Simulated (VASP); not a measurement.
A run of VASP 6.6.1 is set up as follows.

INCAR

```
SYSTEM = Hf
ALGO = Normal
EDIFF = 1E-7
EDIFFG = -0.002
ENCUT = 520
GGA = PS
IBRION = 2
ISIF = 3
ISMEAR = 0
LASPH = .True.
LCHARG = .False.
LREAL = .False.
LWAVE = .False.
NELM = 60
NSW = 80
PREC = Accurate
PSTRESS = 500.0
SIGMA = 0.1
```

File KPOINTS:

```
k-points
0
Gamma
  6 6 6
  0 0 0
```

File POSCAR:

```
Hf                                      
1.0
   -1.5841503491      1.5841503491      1.5841503491
    1.5841503491     -1.5841503491      1.5841503491
    1.5841503491      1.5841503491     -1.5841503491
  Hf            
     1
Direct
     0.0000000000000000    0.0000000000000000    0.0000000000000000
```

Potentials or basis: VASP PAW PBE potentials, release 64 (Hf_pv).

The run is started by

```sh
$ cat potpaw_PBE.64/Hf_pv/POTCAR > POTCAR
$ mpirun -np 1 vasp_std > vasp.out
```

(1) What does it give for the band gap on the k mesh?

Answers

(1) none (metal or under the smearing width).

Caveat: the k mesh is coarse (spacing up to 0.47 Å⁻¹), so the values aren't converged; the relaxation stopped at its first step, so nothing moved.
